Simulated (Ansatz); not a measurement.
# WSe2: a line through a two-coordinate scan

An exercise on one series of results from a longer session: the logs are not shown, and one member is left open.

Computed with Ansatz 0.2.0 (DFT LDA+D3(BJ), scalar-relativistic, plane waves, PAW, unless a step's input says otherwise).

1 further run of the same task is left out (set aside as unsound or not needed).

## The starting structure

It takes space group P-6m2 (No. 187, hexagonal). Conventional cell: a = 3.207 Å, b = 3.207 Å, c = 6.746 Å, α = 90.00°, β = 90.00°, γ = 120.00°. W (site symmetry -6m2) is surrounded by 6 Se at 2.50 Å. Se (site symmetry 3m) has 3 W at 2.50 Å as nearest neighbours.

Structure file:

```
CELL_PARAMETERS angstrom
3.20704 0.00000 0.00000
-1.60352 2.77738 0.00000
0.00000 0.00000 6.74642
ATOMIC_POSITIONS crystal
W 0.00000 0.00000 0.00000
Se 0.33333 0.66667 0.24802
Se 0.33333 0.66667 0.75198
```

It goes back to an entry of the Materials Project, which need not be the stable form.

This cell was relaxed beforehand with the same method: volume 20.03 Å³/atom, gap on the mesh 1.06 eV.

## What is varied

The energy is mapped over two homogeneous strains (x along [1 0 0], y along [1 2 0], z along [0 0 1] of the conventional cell).

- strain +e along x and -e along y: 5 values from −15.0 to 15.0 %
- strain +e along z and -e/2 along x and y: 5 values from −7.0 to 7.0 %

Nothing else is relaxed (fractional coordinates fixed). Energies count from the relaxed crystal. Points are written as (first, second).

Set-up of the first run:

The input, input.yaml:

```yaml
crystal:
  lattice:
    - [3.8003456635, 0.0, 0.0]
    - [-1.9001728317, 2.457981739, 0.0]
    - [0.0, 0.0, 6.2741743996]
  atoms:
    - { symbol: W, position: [0.0, 0.0, 0.0] }
    - { symbol: Se, position: [0.3333333333, 0.6666666667, 0.2480187231] }
    - { symbol: Se, position: [0.3333333333, 0.6666666667, 0.7519812769] }
basis:
  ecutwfc: 420
kpoints:
  mp_grid: { grid: [12, 12, 4] }
hamiltonian:
  xc: lda
  pseudopotentials: { kind: paw, azcp: { folder: soft_1 } }
  dispersion: d3bj
scf:
  occupations: { method: gaussian, width: 0.05 }
output:
  forces: true
  stress: true
  eigenvalues: true
```

Launch:

```bash
ansatz run input.yaml --threads 1 --pin off --max-ram 2048MiB --backend cpu --events-out ev --progress --plain --runs-dir out
```

Steps of the session up to this table: Grid point (15.0 %, −7.0 %); Grid point (15.0 %, −3.5 %); Grid point (15.0 %, 0.0 %); Point (15.0 %, 3.5 %); Grid point (15.0 %, 7.0 %).

One table of the session follows, with a row left open; its other results are not shown here.

| strain +e along z and -e/2 along x and y (%) | energy (meV/atom) | slope (meV/atom per %) | pressure (GPa) | band gap on the k-mesh (eV) | largest force on an atom (eV/Å) |
| --- | --- | --- | --- | --- | --- |
| −7.0 | 454 | −13.3 | 12.29 | 0.00 | 5.16 |
| −3.5 | 433 | 1.2 | 10.93 | 0.26 | 4.65 |
| 0.0 | ? | ? | ? | ? | ? |
| 3.5 | 533 | 26.2 | 10.14 | 0.00 | 3.48 |
| 7.0 | 639 | 34.1 | 10.51 | 0.00 | 2.78 |

Estimate the missing values for strain +e along z and -e/2 along x and y (%) = 0.0.

Worked estimate for «energy (meV/atom)». A straight line through the neighbours (−3.5, 433) and (3.5, 533) gives 433 + (533 − 433) × (0.0 − −3.5) / (3.5 − −3.5) = 483; a parabola fitted to 4 rows on both sides gives 462.

The run gave: energy (meV/atom): 461; slope (meV/atom per %): 14.6; pressure (GPa): 10.22; band gap on the k-mesh (eV): 0.20; largest force on an atom (eV/Å): 4.10. In «energy (meV/atom)» the line misses by +22 and the parabola by +1.

Energies count from the relaxed crystal. Slopes come from the forces (and the stress, where the cell changes), not from differences of energies.

Limits of these values: Warnings in the runs' records: pseudo functional mismatch, dispersion damping borrowed.
